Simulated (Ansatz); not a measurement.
The system is TaN.

```xyz
6
Lattice="5.1960 0.0000 0.0000 -2.5980 4.4999 0.0000 0.0000 0.0000 2.9110" Properties=species:S:1:pos:R:3 pbc="T T T"
Ta    0.0000    0.0000    0.0000
Ta    2.5980    1.5000    1.4555
Ta    0.0000    2.9999    1.4555
N    -1.0206    1.7678    0.0000
N     1.5774    2.7321    0.0000
N     2.0412    0.0000    0.0000
```

| Item | Value |
| --- | --- |
| Program | Ansatz 0.2.0 |
| Task | relaxation of cell and atoms |
| Functional | PBEsol |
| Dispersion | D4 |
| Potentials or basis | Ansatz PAW |
| Cutoff | 420 eV (not typed: the program's choice for these potentials) |
| k mesh | 6 × 6 × 9 |
| Occupations | fermi-dirac, width 0.05 eV |
| Spin | no spin polarisation |

At the start: volume 11.34 Å³/atom.

**Question.** How do energy, volume and symmetry change on relaxing?

**Answer.** It ends after 8 steps and the volume is 11.12 Å³/atom (-2.0 %); space group P-62m (No. 189, to 0.05 Å).

The path:
```
step  energy change (eV)  largest force (eV/Å)  volume (Å³)
   1              0.0000                0.0109        68.06
   2             -0.0266                0.0574        66.21
   3             -0.0308                0.0014        66.73
   4             -0.0310                0.0029        66.75
   5             -0.0310                0.0043        66.75
   6             -0.0277                0.0042        66.75
   7             -0.0278                0.0001        66.74
   8             -0.0278                0.0001        66.74
```

Final structure:
```
CELL_PARAMETERS angstrom
5.16652 0.00000 0.00000
-2.58326 4.47434 0.00000
0.00000 0.00000 2.88688
ATOMIC_POSITIONS crystal
Ta 0.00000 0.00000 0.00000
Ta 0.66667 0.33333 0.50000
Ta 0.33333 0.66667 0.50000
N 0.00000 0.39359 0.00000
N 0.60641 0.60641 0.00000
N 0.39359 0.00000 0.00000
```

Caveat: the plane-wave basis is chosen anew once the cell has moved, so the energies of steps on either side of that aren't comparable; the pressure holds a Pulay correction of +0.5 GPa for the finite cutoff; pairwise dispersion overbinds metals, which lowers pressure and volume; the PAW data sets come from PBE, with cores solved anew for the run's functional, which leaves a small shift of forces and pressure.
